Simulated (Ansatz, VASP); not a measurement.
# Cross-check of V (V wire along [110], 17 atoms a period) between VASP and Ansatz

One calculation is typed for both programs; each brings its own data sets. How far apart do they land? The structure shown is the start of the Ansatz relaxation below; VASP solves that cell, so the two are compared at the walk's first step.

Program: Ansatz 0.2.0. Level of theory: plane waves, with VASP 6.6.1 beside it; single point at PBE. Results are calculated unless marked as measured.

## (1) The structure

The cell holds 17 atoms: 17 V. Cell: a = 12.780 Å, b = 15.257 Å, c = 4.228 Å, α = 90.0°, β = 90.0°, γ = 90.0°. Vacuum lies along a and b. The structure's axis is c.

## (2) Ansatz: relaxation, PBE

Ansatz runs on its PAW soft_1 files.

The two programs are compared at the cell with which this relaxation starts, whose forces are those of its first step.

Contents of input.yaml:

```yaml
crystal:
  lattice:
    - [12.78, 0.0, 0.0]
    - [0.0, 15.257, 0.0]
    - [0.0, 0.0, 4.2284985515]
  atoms:
    - { symbol: V, position: [0.266040689, 0.499999905, 0.0] }
    - { symbol: V, position: [0.383020344, 0.361424217, 0.0] }
    - { symbol: V, position: [0.5, 0.222848529, 0.0] }
    - { symbol: V, position: [0.5, 0.499999905, 0.0] }
    - { symbol: V, position: [0.616979656, 0.361424217, 0.0] }
    - { symbol: V, position: [0.733959311, 0.499999905, 0.0] }
    - { symbol: V, position: [0.266040689, 0.361424217, 0.5] }
    - { symbol: V, position: [0.266040689, 0.638575593, 0.5] }
    - { symbol: V, position: [0.383020344, 0.499999905, 0.5] }
    - { symbol: V, position: [0.5, 0.361424217, 0.5] }
    - { symbol: V, position: [0.5, 0.638575593, 0.5] }
    - { symbol: V, position: [0.616979656, 0.499999905, 0.5] }
    - { symbol: V, position: [0.733959311, 0.361424217, 0.5] }
    - { symbol: V, position: [0.733959311, 0.638575593, 0.5] }
    - { symbol: V, position: [0.383020344, 0.638575593, 0.0] }
    - { symbol: V, position: [0.5, 0.777151282, 0.0] }
    - { symbol: V, position: [0.616979656, 0.638575593, 0.0] }
kpoints:
  mp_grid: { grid: [1, 1, 19] }
scf:
  occupations: { method: fermi_dirac, width: 0.05 }
hamiltonian:
  xc: pbe
  pseudopotentials: { kind: paw, azcp: { folder: soft_1 } }
relax:
  cell: { fix: [a, b, alpha, beta, gamma] }
  max_steps: 45
  f_tol: 0.03
```

The run is started by

```console
ansatz run input.yaml --threads 4 --pin off --max-ram 16384MiB --backend cpu --events-out ev --progress --plain --runs-dir out
```

Numbers of over 12 decimals in the logs are rounded to 6 here.

Log:

```text
Engine: ansatz 0.2.0, x86_64-unknown-linux-gnu
Pseudopotentials: kind: paw
Pseudopotential: V, paw, valence charge 13, recommended cutoff 420 eV (normal), soft_1/V.paw.azcp
Functional definition: PBE
  parameter kappa = 0.804
  parameter beta = 0.066725
  exchange = pbe_x(kappa = kappa, mu = beta*pi^2/3)
  correlation = pbe_c(beta = beta)
Crystal: 17 atoms, lattice volume = 824.492 Å³
Basis set: ecut = 420 eV, 16059 PW (Γ), exchange–correlation on 180×216×60 points (8 copies of the dense FFT grid, shifted against one another)
Bands: 133, of which v1, the nominal top of the filled ones, is band 111 counted from 1 (110 counted from 0)
Symmetry: 8 space group operations
Space group: Pmmm (ITA 47), of the structure as read, at distance tolerance 9.4e-5 Å
k-points: 10 of 19
Non-local potential: V, projectors of the file, l = 0: 3, l = 1: 2, l = 2: 3, l = 3: 1
PAW form: soft (Blöchl's): semilocal exchange-correlation on the pseudo side does not see the compensation charge
PAW one-centre angular grid: V, 590 points (default); XC on 64 Gauss nodes
Initial density: superposition of atomic densities (neutral atoms: chi_scale 0, normalization atom)
Initial wavefunctions: pseudopotential atomic-orbital guess
Functional: x = pbe(κ = 0.804, μ = 0.219515), c = pbe(β = 0.066725)
SCF iter   1: F=—  HF=-49526.214583 eV  |F-HF|=—  |Δ(HF+E_count)|=         —  Δρ=1.19e-1  dr2=6.30e2  ethr=3.10e-3  ⟨swp⟩=11.1  Hψ=6306  notcnv=0
preconditioner: auto → LDOS  [metal: Δε(μ)=0.007 eV  Ē_g=3.219 eV  σ=0.050 eV  W_gap=0.03  n_scr=156 (ndim 8)  ℏωp=11.9 eV  f_vac=0.517  D(μ)=20.35/eV (n_scr^D=132)  β→1.0]
SCF iter   2: F=—  HF=-49621.795821 eV  |F-HF|=—  |Δ(HF+E_count)|=    9.56e1  Δρ=3.06e-1  dr2=3.25e3  ethr=3.10e-3  ⟨swp⟩=18.7  Hψ=15631  notcnv=0  defer=1  recentre
SCF iter   3: F=—  HF=-49500.580267 eV  |F-HF|=—  |Δ(HF+E_count)|=    1.21e2  Δρ=9.36e-2  dr2=2.56e2  ethr=3.10e-3  ⟨swp⟩=16.3  Hψ=10556  notcnv=0  defer=18
SCF iter   4: F=—  HF=-49490.550300 eV  |F-HF|=—  |Δ(HF+E_count)|=    1.00e1  Δρ=2.94e-2  dr2=4.00e1  ethr=3.10e-3  ⟨swp⟩=10.1  Hψ=4809  notcnv=0  defer=7
SCF iter   5: F=—  HF=-49488.227485 eV  |F-HF|=—  |Δ(HF+E_count)|=    2.32e0  Δρ=3.17e-2  dr2=2.26e1  ethr=3.10e-3  ⟨swp⟩=8.3  Hψ=4188  notcnv=0  defer=7
SCF iter   6: F=—  HF=-49488.044671 eV  |F-HF|=—  |Δ(HF+E_count)|=   1.83e-1  Δρ=2.27e-2  dr2=1.07e1  ethr=3.10e-3  ⟨swp⟩=6.3  Hψ=2162  notcnv=0  defer=4
SCF iter   7: F=—  HF=-49487.935062 eV  |F-HF|=—  |Δ(HF+E_count)|=   1.10e-1  Δρ=1.34e-2  dr2=3.73e0  ethr=3.10e-3  ⟨swp⟩=2.1  Hψ=1511  notcnv=0
SCF iter   8: F=—  HF=-49487.861244 eV  |F-HF|=—  |Δ(HF+E_count)|=   7.38e-2  Δρ=4.74e-3  dr2=5.02e-1  ethr=1.69e-3  ⟨swp⟩=2.7  Hψ=1468  notcnv=0  defer=1
SCF iter   9: F=—  HF=-49487.855301 eV  |F-HF|=—  |Δ(HF+E_count)|=   5.94e-3  Δρ=1.03e-3  dr2=2.64e-2  ethr=2.27e-4  ⟨swp⟩=7.8  Hψ=2577  notcnv=0  defer=8
SCF iter  10: F=—  HF=-49487.855115 eV  |F-HF|=—  |Δ(HF+E_count)|=   1.85e-4  Δρ=4.92e-4  dr2=4.27e-3  ethr=1.20e-5  ⟨swp⟩=2.9  Hψ=1920  notcnv=0  defer=2
SCF iter  11: F=—  HF=-49487.855181 eV  |F-HF|=—  |Δ(HF+E_count)|=   6.61e-5  Δρ=1.53e-4  dr2=3.38e-4  ethr=1.93e-6  ⟨swp⟩=2.1  Hψ=1730  notcnv=0
SCF iter  12: F=—  HF=-49487.855197 eV  |F-HF|=—  |Δ(HF+E_count)|=   1.59e-5  Δρ=6.80e-5  dr2=8.74e-5  ethr=1.53e-7  ⟨swp⟩=2.7  Hψ=1841  notcnv=0
SCF iter  13: F=—  HF=-49487.855401 eV  |F-HF|=—  |Δ(HF+E_count)|=   2.04e-4  Δρ=5.25e-5  dr2=4.88e-5  ethr=3.95e-8  ⟨swp⟩=2.0  Hψ=1716  notcnv=0
SCF iter  14: F=—  HF=-49487.855403 eV  |F-HF|=—  |Δ(HF+E_count)|=   1.24e-6  Δρ=1.18e-5  dr2=2.12e-6  ethr=2.21e-8  ⟨swp⟩=2.0  Hψ=1585  notcnv=0
SCF iter  15: F=—  HF=-49487.855403 eV  |F-HF|=—  |Δ(HF+E_count)|=   5.02e-7  Δρ=6.91e-6  dr2=5.62e-7  ethr=9.61e-10  ⟨swp⟩=3.3  Hψ=1986  notcnv=0
SCF iter  16: F=-49487.855403 eV  HF=-49487.855403 eV  |F-HF|=2.39e-8  |Δ(HF+E_count)|=   1.04e-7  Δρ=2.60e-6  dr2=8.71e-8  ethr=4.52e-11  ⟨swp⟩=4.7  Hψ=5098  notcnv=0
SCF 1 converged in 16 iterations: F = -49487.855403 eV  dr2 = 8.71e-8
  greatest PAW one-centre occupation: 1.000 electrons in one spin orbital (limit 2), on the V atom at site 11 (counted from 0), in its partial waves of l = 0
relax step   1: F+E_penalty+E_count = -49487.85540325 eV  Δ(F+E_penalty+E_count) = +0.000e0 eV  max|allowed force component| = 3.115e0 eV/Å  Δτ_max = 0.0000 Å  P = -4.973 GPa  Ω = 824.492 Å³  fix = [a, b, alpha, beta, gamma]  reactions: a -4.198, b -5.390 GPa  (16 SCF iters, dr2 threshold 1.00e-7 eV, accepted)
[...]
relax step   8: F+E_penalty+E_count = -49491.07606532 eV  Δ(F+E_penalty+E_count) = -1.350e-3 eV  max|allowed force component| = 8.448e-2 eV/Å  Δτ_max = 0.0294 Å  P = +0.002 GPa  Ω = 783.257 Å³  energy of the carried Pulay correction = +9.071e-3 eV  fix = [a, b, alpha, beta, gamma]  reactions: a -0.025, b +0.010 GPa  (9 SCF iters, dr2 threshold 4.35e-7 eV, accepted)
[...]
relax step   9: F+E_penalty+E_count = -49491.07715506 eV  Δ(F+E_penalty+E_count) = -1.090e-3 eV  max|allowed force component| = 1.526e-2 eV/Å  Δτ_max = 0.0069 Å  P = -0.020 GPa  Ω = 782.887 Å³  energy of the carried Pulay correction = +9.155e-3 eV  fix = [a, b, alpha, beta, gamma]  reactions: a -0.060, b +0.011 GPa  (8 SCF iters, dr2 threshold 4.46e-7 eV, accepted)
[...]
relax step  10: F+E_penalty+E_count = -49491.06623078 eV  Δ(F+E_penalty+E_count) = +1.092e-2 eV  max|allowed force component| = 1.580e-2 eV/Å  Δτ_max = 0.0000 Å  P = -0.008 GPa  Ω = 782.887 Å³  fix = [a, b, alpha, beta, gamma]  reactions: a -0.045, b +0.022 GPa  stress off target by 1.14e-3 GPa on what of the cell is left free  SCF on the basis re-selected at this cell (its energy is not comparable with the rows above)  (10 SCF iters)
basis re-selected at this cell: Δ(F+E_penalty+E_count) = +1.092e-2 eV, ΔP = +0.011 GPa vs the last step (what re-selecting the basis moved, of the pressure what is left beyond the Pulay correction that the steps carried, after the strain that the cell walked since its last selection, with what the two solves' SCF thresholds leave and, on support functions, any second-order correction that the steps lacked; it is no measure of the basis error at this ecutwfc). The dense FFT grid was sized anew with the basis: this SCF ran on 90×108×27 points, the steps before it on 90×108×30, so part of this shift can come from that change (see relax.cell in the input reference). [rest of the remark cut]
SCF converged after 10 iterations
Free energy (F): -49491.066231 eV
Harris-Foulkes:  -49491.066231 eV  (|F-HF|=6.55e-11)
Internal energy: -49490.860288 eV  (E = F + TS)
E sigma→0 (E₀):  -49490.963259 eV
Entropy (-TS):   -0.205943 eV (-12.114 meV/atom)
Fermi energy:    2.589523 eV
--- Per-component energies (eV) ---
  E_band       = -5557.114341
  E_kinetic    = 5020.397829
  E_local      = -129147.140818  (includes V_loc(G=0)·N_el)
  E_nonlocal   = 1423.409380
  E_hartree    = 61612.651025
  E_xc         = -1938.212880
  E_vxc        = -2450.214171  (∫ρ·V_xc dr)
  E_paw        = -19146.627747  (= ΣΔE_a)
  E_vpaw       = -3628.886503  (= ΣTr[D̂ρ^β])
  E_aug_tail   = 0.017576  (compensation charges beyond the density's cutoff)
  E_ewald      = 32684.645348
  E_smearing   = -0.205943  (= −TS)
  E_closure    = -0.000000  (closes the sum)
  Σ components = -49491.066231   (vs F -49491.066231, Δ=0.00e0)
--- Forces (eV/Å), atoms counted from 1 ---
  atom   1  V     -0.00060051     0.00000000     0.00000000
  atom   2  V      0.00324739     0.00203541     0.00000000
  atom   3  V      0.00000000     0.00195921     0.00000000
  atom   4  V      0.00000000     0.00000000     0.00000000
  atom   5  V     -0.00324739     0.00203541     0.00000000
  atom   6  V      0.00060051     0.00000000     0.00000000
  atom   7  V     -0.00901131    -0.00950877     0.00000000
  atom   8  V     -0.00901131     0.00950877     0.00000000
  atom   9  V      0.00541692     0.00000000     0.00000000
  atom  10  V      0.00000000    -0.01580030     0.00000000
  atom  11  V      0.00000000     0.01580030     0.00000000
  atom  12  V     -0.00541692     0.00000000     0.00000000
  atom  13  V      0.00901131    -0.00950877     0.00000000
  atom  14  V      0.00901131     0.00950877     0.00000000
  atom  15  V      0.00324739    -0.00203541     0.00000000
  atom  16  V      0.00000000    -0.00195921     0.00000000
  atom  17  V     -0.00324739    -0.00203541     0.00000000
  max |Σ_I F_I| component: 1.30e-18 eV/Å
--- Stress (GPa, compression-positive) ---
       -0.045245       0.000000       0.000000
        0.000000       0.021627       0.000000
        0.000000       0.000000      -0.001145
  P = ⅓ Tr σ = -0.0083 GPa (-0.083 kbar)
--- Relaxed structure (9 steps of the walk, 8 accepted, 1 SCFs on fresh bases) ---
  F+E_penalty+E_count = -49491.06623078 eV   max|allowed force component| = 1.580e-2 eV/Å   (the final SCF, on the basis selected at the relaxed cell)
  cell:  # Å, volume = 782.8866 Å³
    - [12.78, 0.0, 0.0]
    - [0.0, 15.257, 0.0]
    - [0.0, 0.0, 4.015123]
  atoms:
    - { symbol: V, position: [0.268995, 0.500000, 0.0] }
    - { symbol: V, position: [0.382295, 0.365562, 0.0] }
    - { symbol: V, position: [0.5, 0.247321, 0.0] }
    - { symbol: V, position: [0.5, 0.500000, 0.0] }
    - { symbol: V, position: [0.617705, 0.365562, 0.0] }
    - { symbol: V, position: [0.731005, 0.500000, 0.0] }
    - { symbol: V, position: [0.279362, 0.367078, 0.5] }
    - { symbol: V, position: [0.279362, 0.632922, 0.5] }
    - { symbol: V, position: [0.383544, 0.500000, 0.5] }
    - { symbol: V, position: [0.5, 0.354451, 0.5] }
    - { symbol: V, position: [0.5, 0.645549, 0.5] }
    - { symbol: V, position: [0.616456, 0.500000, 0.5] }
    - { symbol: V, position: [0.720638, 0.367078, 0.5] }
    - { symbol: V, position: [0.720638, 0.632922, 0.5] }
    - { symbol: V, position: [0.382295, 0.634438, 0.0] }
    - { symbol: V, position: [0.5, 0.752679, 0.0] }
    - { symbol: V, position: [0.617705, 0.634438, 0.0] }
```

(Part 1 of 2 ends here.)

[Lines on the potential files, build, host, timing and source positions are cut from VASP's logs without a mark.]

[Logs are printed without paths, hosts, clocks, repeated set-up lines and the standing remarks that a program may print on its own settings, such as how far it seeks lower states.]

[Hosts, paths, dates, database ids (printed as entryN), source tags and the programs' standing remarks are cut or masked in the printed files.]
